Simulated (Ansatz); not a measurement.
Base system: ZnTe in the zinc blende structure (space group F-43m, No. 216; a = 6.115 Å).

Computed with r2SCAN (Ansatz, a first-principles code, PAW, no SOC), earlier PAW set.

Before the change:

| Property | Value |
|---|---|
| Gap character | direct at Γ |
| Hole mass | 0.11, 0.45, 0.45 mₑ (at Γ) |

Now apply this change: every lattice vector is shortened by 1.97 %, atoms relaxed at fixed cell.

### Question
How does this affect the gap character and hole mass?

### Answer
The gap character is still direct at Γ; the hole mass (degenerate bands, along [100]) goes from 0.11, 0.45, 0.45 mₑ (at Γ) to 0.12, 0.41, 0.41 mₑ (at Γ).

With Te present, leaving out spin-orbit coupling can change the band edges. The cells carry an imposed strain or load. Masses are band curvatures over ±0.01 Å⁻¹ around the edge. Whether these cells are dynamically stable was not tested.
